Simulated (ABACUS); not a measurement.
**TePb under changes of volume**

One of the cells (33.730 Å³/atom); the others are scaled copies at fixed shape and fractional positions:

```
CELL_PARAMETERS angstrom
0.00000 3.23100 3.23100
3.23100 0.00000 3.23100
3.23100 3.23100 0.00000
ATOMIC_POSITIONS crystal
Pb 0.00000 0.00000 0.00000
Te 0.50000 0.50000 0.50000
```

| Quantity | Value |
| --- | --- |
| Program | ABACUS 3.10.1 |
| Functional | PBE |
| Potentials or basis | PseudoDojo NC SR 0.4.1 PBE standard |
| Cutoff | 1361 eV |
| Density cutoff | 5442 eV |
| Basis | DZP LCAO (the cutoffs set its grid) |
| k mesh | 7 × 7 × 7 |
| Occupations | fermi-dirac, width 0.05 eV |
| Spin | no spin polarisation |

| volume (Å³/atom) | energy over the lowest point (meV/atom) | pressure (GPa) |
| --- | --- | --- |
| 31.706 | ? | ? |
| 32.380 | 52.27 | 5.1 |
| 33.055 | 33.53 | 3.9 |
| 33.730 | 19.35 | 2.9 |
| 34.404 | 9.23 | 1.9 |
| 35.079 | 2.94 | 1.1 |
| 35.753 | 0.00 | 0.3 |

Q: What does the run at 31.706 Å³/atom give?

A: Energy over the lowest point 76.27 meV/atom; pressure 6.4 GPa.

Worked out: A Birch-Murnaghan fit of order 3 (a polynomial in V^(-2/3)) to the other rows has its minimum at 36.04 Å³/atom, just outside them, with B0 = V·E''(V) = 38 GPa and B' = 3.9. It gives 75.95 meV/atom at 31.706 Å³/atom, against the run's 76.27, and -dE/dV = 6.3 GPa, against 6.4.

Energies are extrapolated to zero smearing.

Caveats: the atomic orbitals were generated for these runs and aren't a published set; the basis of atomic orbitals isn't converged, which shifts pressures, moduli and gaps.
